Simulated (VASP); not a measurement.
The system is Pt.

```
Pt
1.0
    -1.55989    1.55989    1.55989
     1.55989   -1.55989    1.55989
     1.55989    1.55989   -1.55989
Pt
1
Direct
  0.00000 0.00000 0.00000
```

This isn't the form of Pt at room conditions, which is fcc.

Base run:

* Program: VASP 6.6.1
* Functional: PBEsol
* Potentials or basis: VASP PAW PBE potentials, release 64 (Pt)
* Cutoff: 520 eV
* k mesh: 28 × 28 × 28
* Occupations: gaussian, width 0.1 eV
* Spin: no spin polarisation

Its results: band gap on the k mesh none (metal or under the smearing width); pressure 0.0 GPa.

Question: The run is repeated on the same cell with these changes: functional from PBEsol to r2SCAN; k mesh from 28 × 28 × 28 to 18 × 18 × 18. What comes out?

Answer: Band gap on the k mesh none (metal or under the smearing width); pressure 5.7 GPa.

Several settings changed at once, so the effect can't be laid on one alone.

Caveats: the PAW data sets were made with another functional, which shifts forces and pressure a little.

Not every run made on this cell is shown here.
